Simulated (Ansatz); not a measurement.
SiS2:

```
CELL_PARAMETERS angstrom
-2.78200 4.77250 2.77600
2.78200 -4.77250 2.77600
2.78200 4.77250 -2.77600
ATOMIC_POSITIONS crystal
S 0.38180 0.70880 0.09060
S 0.61820 0.29120 0.90940
S 0.88180 0.79120 0.67300
S 0.11820 0.20880 0.32700
Si 0.25000 0.25000 0.00000
Si 0.75000 0.75000 0.00000
```

Base run:

| Property | Result |
| --- | --- |
| Program | Ansatz 0.2.0 |
| Functional | PBE0 |
| Potentials or basis | Ansatz PAW |
| Cutoff | 420 eV (not typed: the program's choice for these potentials) |
| k mesh | 6 × 6 × 6 |
| Occupations | fermi-dirac, width 0.05 eV |
| Spin | no spin polarisation |

Its results: band gap on the k mesh 4.70 eV, indirect (least direct gap 4.98 eV); pressure 0.5 GPa; largest force 0.173 eV/Å.

**Question.** The run is repeated on the same cell with these changes: functional from PBE0 to HSE06. What comes out?

**Answer.** Band gap on the k mesh 3.96 eV, indirect (least direct gap 4.23 eV); pressure 0.6 GPa; largest force 0.155 eV/Å.

Caveats: the k mesh misses the band edges, so the gap on the mesh is wider than the one along the path; the PAW data sets come from PBE, with cores solved anew for the run's functional, which leaves a small shift of forces and pressure; the thresholds are loose for stress.
